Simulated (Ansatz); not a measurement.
# One relaxed cell of CdS at several levels

A database entry relaxed whole under r2SCAN at zero pressure (P6_3mc, No. 186):

```xyz
4
Lattice="4.1650 0.0000 0.0000 -2.0825 3.6070 0.0000 0.0000 0.0000 6.7671" Properties=species:S:1:pos:R:3 pbc="T T T"
Cd    0.0000    2.4047   -0.0065
Cd    2.0825    1.2023    3.3770
S     0.0000    2.4047    2.5442
S     2.0825    1.2023    5.9277
```

Its volume is 25.42 Å³ an atom, +1.2 % against the entry's 25.12, which is old or was flagged in a check.

Single points on this cell with plane-wave PAW DFT (Ansatz 0.2.0; r2SCAN 500 eV, hybrids 420 eV; fermi-dirac occupations of width 0.020 eV; no moments): r2SCAN on a 12×12×4 Γ-centred mesh; HSE06 on a 6×6×4 Γ-centred mesh; PBE0 on a 6×6×4 Γ-centred mesh.

Task: How do gap, pressure and charges move from level to level?

Result: The runs give:

```json
{"level": "r2SCAN", "gap (eV), or kind": "1.63", "pressure (GPa)": "0.0", "Bader charge of Cd (e)": "+0.94", "Bader charge of S (e)": "-0.94"}
{"level": "HSE06", "gap (eV), or kind": "2.19", "pressure (GPa)": "0.2", "Bader charge of Cd (e)": "+0.95", "Bader charge of S (e)": "-0.95"}
{"level": "PBE0", "gap (eV), or kind": "2.83", "pressure (GPa)": "0.1", "Bader charge of Cd (e)": "+0.95", "Bader charge of S (e)": "-0.95"}
```

Under r2SCAN the gap is 1.63 eV, over mesh and band path. HSE06 moves it by +0.56 eV and PBE0 by +1.20 eV; PBE0 keeps its exact exchange at long range, which widens the gap over HSE06's by 0.64 eV on their common mesh.

Caveats: the relaxation kept the start's symmetry; HSE06 is read on its mesh and at the zone's corners, PBE0 on its mesh alone; hybrid pressures are good to a few tenths of a GPa; no spin-orbit coupling, which narrows gaps of heavier elements; pressure is positive in compression.
